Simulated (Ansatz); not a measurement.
# Sn: the cost of one run

Computed with Ansatz 0.2.0 (DFT PBEsol, scalar-relativistic, plane waves, PAW, unless a step's input says otherwise).

4 further runs of the same task are left out: 4 set aside as unsound or not needed.

### 1 The starting structure

The structure is tetragonal, space group I4/mmm (No. 139). Conventional cell: a = 3.300 Å, b = 3.300 Å, c = 4.871 Å, α = 90.00°, β = 90.00°, γ = 90.00°. Around Sn (site symmetry 4/mmm) lie 12 Sn at 3.30 to 3.37 Å.

As a file:

```cif
data_structure
_symmetry_space_group_name_H-M 'I4/mmm'
_symmetry_Int_Tables_number 139
_cell_length_a 3.3003
_cell_length_b 3.3003
_cell_length_c 4.8707
_cell_angle_alpha 90.000
_cell_angle_beta 90.000
_cell_angle_gamma 90.000
_cell_volume 53.05
loop_
_atom_site_label
_atom_site_type_symbol
_atom_site_symmetry_multiplicity
_atom_site_Wyckoff_symbol
_atom_site_fract_x
_atom_site_fract_y
_atom_site_fract_z
_atom_site_occupancy
Sn1 Sn 2 a 0.00000 0.00000 0.00000 1
```

It is the result of an earlier relaxation at this level (volume 26.53 Å³/atom; gap on the mesh: none (metal)).

### 2 Electric field gradients at the nuclei

input.yaml

```yaml
crystal:
  lattice:
    - [-1.6501305054, 1.6501305054, 2.4353654425]
    - [1.6501305054, -1.6501305054, 2.4353654425]
    - [1.6501305054, 1.6501305054, -2.4353654425]
  atoms:
    - { symbol: Sn, position: [0.0, 0.0, 0.0] }
basis:
  ecutwfc: 420
kpoints:
  mp_grid: { grid: [20, 20, 20] }
hamiltonian:
  xc: pbesol
scf:
  occupations: { method: fermi_dirac, width: 0.15 }
output:
  forces: true
  stress: true
  eigenvalues: true
  efg: {}
checkpoint:
  read: start.run
  write: ck
  compress: false
  write_wavefunctions: false
  write_every: 100000
```

Launch:

```sh
$ ansatz run input.yaml --threads 1 --pin off --max-ram 3072MiB --backend cpu --events-out ev --progress --plain --runs-dir out
```

Q: Estimate wall time and peak memory on 1 thread of Intel Xeon Platinum 8488C (Sapphire Rapids), shared host.

About 6 s, with a peak of 0.54 GiB.
